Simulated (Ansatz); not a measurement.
## SiC: the change of energy of the functional and total energy with exact exchange with volume scale

RPA total energy (exact exchange plus RPA correlation) on Kohn-Sham orbitals over scaled volumes of the cell given; energies count from the value at scale 1 or the largest scale. The results are calculated, by Ansatz 0.2.0-dev trial.

The cell before it is scaled or strained (space group F-43m, No. 216):
```
cell vectors (Å)
   0.0000     2.1790     2.1790
   2.1790     0.0000     2.1790
   2.1790     2.1790     0.0000
atoms (fractions of the cell vectors)
Si  0.00000  0.00000  0.00000
C   0.25000  0.25000  0.25000
```

Settings of every row: orbitals functional PBE; datasets soft_paw first; wave cutoff 800 eV; k mesh 4x4x4; correlated electrons 8; response cutoff 280 eV; long wavelength term neglected.

Limits: coarse mesh, values belong to these settings and can lie far from the converged crystal; soft datasets can hold too little correlation; the count of empty bands follows the volume.

```csv
row,volume scale,V (Å³/atom),"energy of the functional (eV, a cell)","total energy with exact exchange (eV, a cell)","RPA energy (eV, a cell)"
1,0.92,9.518,0.1451,0.1054,0.1227
2,0.96,9.932,?,?,?
3,1,10.346,0,0,0
4,1.04,10.76,0.0032,0.0301,0.015
5,1.08,11.174,0.0452,0.1032,0.0693
```

Question: what energy of the functional and total energy with exact exchange should row 2 give?

Worked fit of energy of the functional. Take u = (V_r/V)^(2/3) − 1 with V_r = 10.553 Å³ an atom, which is twice the finite (Eulerian) strain; such expansions in the strain, on which the Birch-Murnaghan equation of state is built, carry the rest volume and the bulk modulus. The shown rows have u = 0.07124, 0.01329, -0.01287, -0.0374. Least squares give energy of the functional = −0.00371 − 0.1382 × u + 31.263 × u² eV; a straight line predicts inner rows, each left out in turn, worse (root mean square 0.056 against 8.6e-05 eV). All shown rows lie on it to the printed digit. The withheld row has u = 0.04126, so the fit gives −0.00371 − 0.1382 × (0.04126) + 31.263 × (0.04126)² = 0.0438 eV.

The calculation gave 0.044 eV. The fit lies 0.0002 eV (0.14 % of the column's range) below it; its largest miss of a shown row is 0.0000 eV.

Worked fit of total energy with exact exchange. Take u = (V_r/V)^(2/3) − 1 with V_r = 10.553 Å³ an atom, which is twice the finite (Eulerian) strain; such expansions in the strain, on which the Birch-Murnaghan equation of state is built, carry the rest volume and the bulk modulus. The shown rows have u = 0.07124, 0.01329, -0.01287, -0.0374. Least squares give total energy with exact exchange = 0.00925 − 1.1808 × u + 35.524 × u² eV; a straight line predicts inner rows, each left out in turn, worse (root mean square 0.063 against 0.00048 eV). The rows lie off it by 0.0000, 0.0002, -0.0002, 0.0001. The withheld row has u = 0.04126, so the fit gives 0.00925 − 1.1808 × (0.04126) + 35.524 × (0.04126)² = 0.0210 eV.

The calculation gave 0.0216 eV. The fit lies 0.0006 eV (2.8 % of the value, 0.57 % of the column's range) below it; its largest miss of a shown row is 0.0002 eV.

The other values of row 2: RPA energy 0.0323 eV.
